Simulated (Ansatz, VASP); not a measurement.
# Nb in VASP and in Ansatz

File INCAR:

```
SYSTEM = Nb
PREC = Accurate ; ENCUT = 520
EDIFF = 1E-6 ; ISMEAR = -1
SIGMA = 0.08 ; LREAL = .FALSE.
LASPH = .TRUE. ; NELM = 60
ALGO = Normal ; ISIF = 2
LWAVE = .FALSE. ; LCHARG = .FALSE.
GGA = PS ; NBANDS = 12
```

The input KPOINTS:

```
Automatic mesh
0
G
  13 13 13
  0 0 0
```

Contents of POSCAR:

```
Nb
1.0
    0.0000000000      2.0864154149      2.0864154149
    2.0864154149      0.0000000000      2.0864154149
    2.0864154149      2.0864154149      0.0000000000
Nb
1
Direct
    0.0000000000      0.0000000000      0.0000000000
```

Input for Ansatz:

```yaml
crystal:
  lattice:
    - [0.0, 2.0864154149, 2.0864154149]
    - [2.0864154149, 0.0, 2.0864154149]
    - [2.0864154149, 2.0864154149, 0.0]
  atoms:
    - { symbol: Nb, position: [0.0, 0.0, 0.0] }
kpoints:
  mp_grid: { grid: [13, 13, 13] }
  band_path:
    path:
      - [0.0, 0.0, 0.0]
      - [0.5, 0.0, 0.5]
      - [0.625, 0.25, 0.625]
      - [0.375, 0.375, 0.75]
      - [0.0, 0.0, 0.0]
      - [0.5, 0.5, 0.5]
      - [0.5, 0.25, 0.75]
      - [0.5, 0.0, 0.5]
    npoints: 5
scf:
  occupations: { method: fermi_dirac, width: 0.08 }
hamiltonian:
  xc: pbesol
  pseudopotentials: { kind: all_electron, lapw: { basis_error: 0.00025 } }
output:
  forces: true
  stress: true
  eigenvalues: true
```

Change from the starting cell: volume scaled by 0.96.

Alike in both runs: task single point; functional PBEsol; k mesh 13 × 13 × 13; occupations fermi-dirac, width 0.08 eV; no spin polarisation.

|  | VASP | Ansatz |
| --- | --- | --- |
| version | VASP 6.6.1 | Ansatz 0.2.0 |
| potentials or method | VASP PAW PBE potentials, release 64 (Nb_sv) | all-electron LAPW, scalar-relativistic |
| plane-wave cutoff (eV) | 520 | see its input |

|  | VASP | Ansatz | Ansatz less VASP |
| --- | --- | --- | --- |
| pressure (GPa) | -0.3 | 0.0 | +0.31 |

Ansatz ran all-electron here, so the differences hold the error of VASP's frozen core and of both bases.

Caveats: the PAW data sets were made with another functional, which shifts forces and pressure a little (VASP).
